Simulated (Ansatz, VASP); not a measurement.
InP in VASP and in Ansatz

```xyz
2
Lattice="0.0000 2.8939 2.8939 2.8939 0.0000 2.8939 2.8939 2.8939 0.0000" Properties=species:S:1:pos:R:3 pbc="T T T"
In    0.0000    0.0000    0.0000
P     1.4470    1.4470    1.4470
```

Alike in both runs: functional PBE; k mesh 12 × 12 × 12; occupations fermi-dirac, width 0.08 eV; no spin polarisation.

Ansatz relaxed the structure, and its values are those at the end. VASP's run is a single point on that final structure, the one shown.

|  | VASP | Ansatz |
| --- | --- | --- |
| version | VASP 6.6.1 | Ansatz 0.2.0 |
| potentials or method | VASP PAW PBE potentials, release 64 (In_d, P), cutoff 520 eV | all-electron LAPW, scalar-relativistic |

Ansatz gave:

* pressure (GPa): 6.4

Task: Estimate VASP's values.

Result: Pressure (GPa): 6.3.

Ansatz ran all-electron here, so the differences hold the error of VASP's frozen core and of both bases.

Caveats: spin-orbit coupling is left out, which moves the levels of the heavy elements. PBE gaps usually lie below the measured ones, often by a third to a half.
